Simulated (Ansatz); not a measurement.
Runs of Ansatz 0.2.0 on CdS. The structure is cubic, space group Fm-3m (No. 225). Conventional cell: a = 5.506 Å, b = 5.506 Å, c = 5.506 Å, α = 90.00°, β = 90.00°, γ = 90.00°. Cd (site symmetry m-3m) has 6 S at 2.75 Å as nearest neighbours. Around S (site symmetry m-3m) lie 6 Cd at 2.75 Å. Measurements of this composition are mostly on another form, of space group No. 186.

```csv
screening (1/Å),gap on the mesh (eV),pressure (GPa)
0.1,(c),-2.1
0.2,1.25,-1.9
0.4,0.88,-1.4
0.15,(a),-2.0
0.6,0.67,(b)
```

Alike in all rows: task single point; level HSE06 form with a typed share of exact exchange; potentials or basis Ansatz PAW; no spin polarisation; cell as given; k mesh 4 × 4 × 4; cutoff (eV) 420; smearing fermi-dirac 0.05 eV; the mesh is coarse, so values aren't converged.

Question: Estimate the missing entries.

Answer: (a) 1.38; (b) -0.9; (c) 1.55.

Caveats: all runs use coarse meshes; the PAW data sets come from PBE, with cores solved anew for the run's functional, which leaves a small shift of forces and pressure; the thresholds are loose for stress.

A k mesh can miss the band edges, and the runs leave out spin-orbit coupling on Cd.
